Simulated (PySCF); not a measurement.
NMR data sheet: C4H9NO

```
Formula                               : C4H9NO
SMILES                                : C1COCCN1
Point group of the computed structure : Cs
Degrees of unsaturation               : 1
Carbon signals                        : 2
Proton signals                        : 3
```

Bonds (- single, = double, # triple, : aromatic): C1-C2 1.523 Å, C2-O3 1.405 Å, O3-C4 1.405 Å, C4-C5 1.523 Å, C5-N6 1.452 Å, N6-C1 1.452 Å. C1 carries H7, H8; C2 carries H9, H10; C4 carries H11, H12; C5 carries H13, H14; N6 carries H15.

No solvent, equivalent nuclei averaged, relativity neglected, single conformer. PBE0/pcSseg-1 with gauge-including orbitals; B3LYP/pcJ-1 coupling constants (spin–dipole term only in couplings to heteroatoms); PBE0-D3(BJ)/def2-SVP structure; PySCF 2.14.0 with density-fitted response routines.

Referencing at the same level of theory: TMS for 1H (σref 31.27), 13C (σref 184.41); NH3 for 15N (σref 265.67); 17O (σref 334.56) vs H2O.

```tsv
carbon	δC, type	δH (multiplicity, J in Hz)	HMBC from (abs. J ≥ 3 Hz)	span of the C tensor (ppm)
C1/C5	48.5, CH2	2.60 (m)	H7/H8/H13/H14	24
C2/C4	70.7, CH2	3.31 (m)	H9/H10/H11/H12	49
```

Other nuclei:
```json
{"atoms": "H15", "nucleus": "1H", "environment": "hydrogen on an amine nitrogen", "δ (ppm)": "-0.08", "σ (ppm)": "31.34"}
{"atoms": "N6", "nucleus": "15N", "environment": "amine nitrogen", "δ (ppm)": "47.0", "σ (ppm)": "218.6"}
{"atoms": "O3", "nucleus": "17O", "environment": "ether oxygen", "δ (ppm)": "45.7", "σ (ppm)": "288.9"}
```

Selected couplings (Hz, signed; the shortest-range and largest first, 30 at most; isotopes 13C, 1H, 15N): 1J(C2,H9) 144.0, 1J(C1,H7) 139.6, 1J(C1,C2) 36.8, 1J(C1,N6) -4.4, 2J(N6,H7) -3.2, 3J(H7,H10) 6.9, 3J(H7,H9) 3.3, 3J(C1,C4) 2.6, 3J(N6,H9) -1.1.

- Carbon types of the structure: 4 × CH2, leaving 1 H on heteroatoms.
- δC 70.7: sp3 CH2 bonded to O; pulled downfield by the heteroatom.
- δC 48.5: sp3 CH2 bonded to N; deshielded by the electronegative neighbour.
- δH 3.31: hydrogen on an sp3 CH2 bonded to O; its carbon carries O, hence the downfield position.
- δH 2.60: hydrogen on an sp3 CH2 bonded to N; its carbon carries N, an electronegative neighbour.
- δH -0.08: hydrogen on an amine nitrogen; labile proton, position sensitive to the medium.

OH and NH positions are those of a molecule without intermolecular hydrogen bonds; in solution they move with solvent, concentration and temperature, and exchange usually removes their couplings. Multiplet labels drop couplings under 1 Hz and merge nearly equal ones. Couplings among chemically equivalent protons are left out too, so labels in AA′BB′ or AA′XX′ sets are apparent multiplicities. Unscaled 3J(H,H) at this level run about 10 % above measured values. Shifts are as computed. Against solution values, carbons near 30 ppm lie about +2 ppm off and those near 130 ppm about +5 ppm. Of 1211 compounds with measured shifts, 218 miss one by over three times the rms of a fit or turn the order of signals round; such compounds aren't used in these exercises. Couplings to exchangeable protons are dropped. Experimental scales use liquid or dissolved standards, which lie at an offset from isolated NH3 (liquid NH3: subtract about 20 ppm) and H2O (liquid H2O: subtract about 36 ppm).
